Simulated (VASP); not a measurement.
Write the native input for VASP 6.6.1 that does the following.

```
Task                   : relaxation of cell and atoms
Functional             : PBE
Potentials or basis    : VASP PAW PBE potentials, release 64 (C)
Cutoff                 : 600 eV
k mesh                 : 12 × 12 × 4
Occupations            : gaussian, width 0.03 eV
Spin                   : no spin polarisation
Further INCAR settings : ALGO = Normal; EDIFF = 1e-06; IBRION = 2; EDIFFG = -0.01; NSW = 90; ISIF = 3
```

The structure of C lies in POSCAR:

```
C
1.0
    2.4672912600      0.0000000000      0.0000000000
   -1.2336456300      2.1367369100      0.0000000000
    0.0000000000      0.0000000000      7.8030730000
C
4
Direct
    0.0000000000      0.0000000000      0.2500000000
    0.0000000000      0.0000000000      0.7500000000
    0.3333333300      0.6666666700      0.2500000000
    0.6666666700      0.3333333300      0.7500000000
```

The input as run:

INCAR

```
SYSTEM = C
ALGO = Normal ; EDIFF = 1E-6
EDIFFG = -0.01 ; ENCUT = 600
GGA = PE ; IBRION = 2
ISIF = 3 ; ISMEAR = 0
LASPH = .TRUE. ; LCHARG = .FALSE.
LREAL = .FALSE. ; LWAVE = .FALSE.
NELM = 80 ; NSW = 90
PREC = Accurate ; SIGMA = 0.03
```

KPOINTS

```
k-points
0
G
  12 12 4
  0 0 0
```

Potentials or basis: VASP PAW PBE potentials, release 64 (C).

Command:

```bash
$ cat potpaw_PBE.64/C/POTCAR > POTCAR
$ mpirun -np 1 vasp_std > vasp.out
```

Results of the run:

```yaml
Relaxed_volume: 10.28 Å³/atom
Relaxed_cell: a = 2.467 Å, b = 2.467 Å, c = 7.804 Å, α = 90.00°, β = 90.00°, γ = 120.00°
Space_group_after_relaxing_to_0.05_Å: P6_3/mmc (No. 194)
Energy_gained_by_relaxing: 0.0 meV/atom
Ionic_steps: 3
Pressure_after_relaxing: 0.1 GPa
Band_gap_on_the_k_mesh: none (metal or under the smearing width)
```

Caveat: this functional lacks dispersion, which binds the layers, so the pressure and a relaxed spacing across them are unreliable.

Wall time 54 s on 1 thread of Intel(R) Xeon(R) Platinum 8559C (Emerald Rapids), on a shared host, peak memory 0.16 GiB.
